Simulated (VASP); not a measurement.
Set up this calculation in VASP 6.6.1, as the native input.

```yaml
Task: single point
Functional: PBE
Dispersion: D4
Potentials_or_basis: VASP PAW PBE potentials, release 64 (Ca_sv)
Cutoff: 520 eV
k_mesh: 9 × 9 × 9
Occupations: tetrahedron
Spin: no spin polarisation
Dipole_correction: no
Further_INCAR_settings: ALGO = Fast; EDIFF = 1e-07; NBANDS = 11
```

The structure of Ca lies in POSCAR:

```
Ca
1.0
   -2.2202820000      2.1518740000      2.2302420000
    2.1859220000     -2.1628000000      2.2067120000
    2.2484420000      2.1909600000     -2.2412140000
Ca
1
Direct
    0.5096190000      0.5092940000      0.0110940000
```

This isn't the form of Ca at room conditions, which is fcc.

The cell isn't the ideal one: cell strained at random at fixed volume.

These files were run (other wordings do the same):

INCAR

```
ALGO = Fast
EDIFF = 1E-7
ENCUT = 520
GGA = PE
ISIF = 2
ISMEAR = -5
IVDW = 13
LASPH = True
LCHARG = True
LELF = True
LREAL = False
LVHAR = True
LWAVE = False
NBANDS = 11
NELM = 60
PREC = Accurate
SIGMA = 0.1
```

KPOINTS

```
k-points
0
Gamma
  9 9 9
```

Potentials or basis: VASP PAW PBE potentials, release 64 (Ca_sv).

Command:

```bash
$ cat potpaw_PBE.64/Ca_sv/POTCAR > POTCAR
$ mpirun -np 1 vasp_std > vasp.out
```

Results of the run:

```yaml
Pressure: -1.0 GPa
Band_gap_on_the_k_mesh: none (metal or under the smearing width)
Dispersion_energy_per_atom: -0.173 eV
```

Caveat: pairwise dispersion overbinds metals, which lowers pressure and volume; tetrahedron occupations give inexact forces and stress in metals.

Wall time 4.4 min on 1 thread of AMD EPYC 7R43 64-Core Processor (Zen 3) (shared host), peak memory 0.26 GiB.
